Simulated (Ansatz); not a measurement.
# Sn: the cost of one run

Computed with the Python package of Ansatz 0.2.0. Level of theory: DFT PBEsol, plane waves, norm-conserving potentials.

### 1 The system

It takes space group Fd-3m (No. 227, cubic). The conventional cell has a = 6.467 Å, b = 6.467 Å, c = 6.467 Å, α = 90.00°, β = 90.00°, γ = 90.00°. Sn (site symmetry -43m) is surrounded by 4 Sn at 2.80 Å.

No structure file is read: the coordinates are typed or built in the script.

### 2 Script

sn.py reads:

```python
"""Cell of Sn under pressure."""

import ansatz as az
import numpy as np

XC = "pbesol"
SCF_TOL = 1e-07
MAX_ITERATIONS = 150
SMEARING_WIDTH = 0.15

def edges_and_angles(cell):
    cell = np.asarray(cell)
    a, b, c = np.linalg.norm(cell, axis=1)
    cosines = cell[1] @ cell[2] / (b * c), cell[0] @ cell[2] / (a * c), cell[0] @ cell[1] / (a * b)
    return (a, b, c, *np.degrees(np.arccos(cosines)))

lattice = az.Lattice.of(
    (0.0, 3.23334, 3.23334),
    (3.23334, 0.0, 3.23334),
    (3.23334, 3.23334, 0.0),
)
sites = [
    ("Sn", (0.0, 0.0, 0.0)),
    ("Sn", (0.25, 0.25, 0.25)),
]
crystal = az.Crystal(lattice=lattice)
for symbol, position in sites:
    crystal = crystal.atom(symbol, position)

model = crystal.calculation()
model = model.mixing("anderson")
model = model.kpoints(4, center="monkhorst-pack").functional(XC)
model = model.scf(tolerance=SCF_TOL, max_iterations=MAX_ITERATIONS).pseudopotentials("nc")
model = model.occupations(az.OccupationsMethod.COLD, width=SMEARING_WIDTH)

# H = F + PV, with 1 GPa A^3 = 1/160.21766 eV
rows = []
for pressure in [0, 5, 10, 20]:
    outcome = model.relax(cell=True, pressure=pressure, max_steps=100, max_displacement=0.1).run(threads=1, backend="cpu")
    cell = outcome.lattice.cell_ang
    n_atoms = len(outcome.lattice.sites)
    volume = abs(np.linalg.det(cell)) / n_atoms
    enthalpy = outcome.report["free_energy_ev"] / n_atoms + pressure * volume / 160.21766
    rows.append((pressure, volume, enthalpy, *edges_and_angles(cell)))
    print(f"{pressure} GPa done: {volume:.4f} A^3/atom")

print(" P (GPa)  V (A^3/atom)  H (eV/atom)     a       b       c")
for row in rows:
    print("{:8.1f} {:12.4f} {:14.5f} {:7.4f} {:7.4f} {:7.4f}".format(*row[:6]))
p, v = np.array([row[0] for row in rows], float), np.array([row[1] for row in rows])
print("mean bulk modulus between rows (GPa):", np.round(-np.diff(p) / np.diff(np.log(v)), 1))
```

### 3 The run

Command:

```console
python sn.py
```

**Question.** How long does this script take on 1 thread of AMD EPYC 9R45 (Zen 5), shared host, and how much memory does it need?

About 17 s, with a peak of 0.5 GiB.
